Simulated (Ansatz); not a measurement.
## CsSnI3 in Ansatz: the effect of functional

CsSnI3:

```xyz
5
Lattice="6.2057 0.0000 0.0000 0.0000 6.2057 0.0000 0.0000 0.0000 6.2057" Properties=species:S:1:pos:R:3 pbc="T T T"
Cs    0.0000    0.0000    0.0000
I     3.1029    3.1029    0.0000
I     3.1029    0.0000    3.1029
I     0.0000    3.1029    3.1029
Sn    3.1029    3.1029    3.1029
```

Alike in all runs:

| Quantity | Value |
| --- | --- |
| Program | Ansatz 0.2.0 |
| Task | band structure |
| Potentials or basis | Ansatz PAW |
| k mesh | 5 × 5 × 5 |
| Occupations | fermi-dirac, width 0.05 eV |
| Spin | no spin polarisation |

```tsv
functional	cutoff	pressure (GPa)
LDA	420 eV (not typed: the program's choice for these potentials)	-1.6
PBEsol	420 eV (not typed: the program's choice for these potentials)	?
RPBE	420 eV (not typed: the program's choice for these potentials)	1.6
revPBE	420 eV (not typed: the program's choice for these potentials)	1.4
BLYP	420 eV (not typed: the program's choice for these potentials)	2.0
r2SCAN	500 eV (not typed: the program's choice for these potentials)	0.0
```

Q: What does the run with functional PBEsol give?

A: Pressure -0.7 GPa.

Caveats: the cell was measured hot, at 500 K; the PAW data sets come from PBE, with cores solved anew for the run's functional, which leaves a small shift of forces and pressure.

Runs at the PBE level aren't shown here.
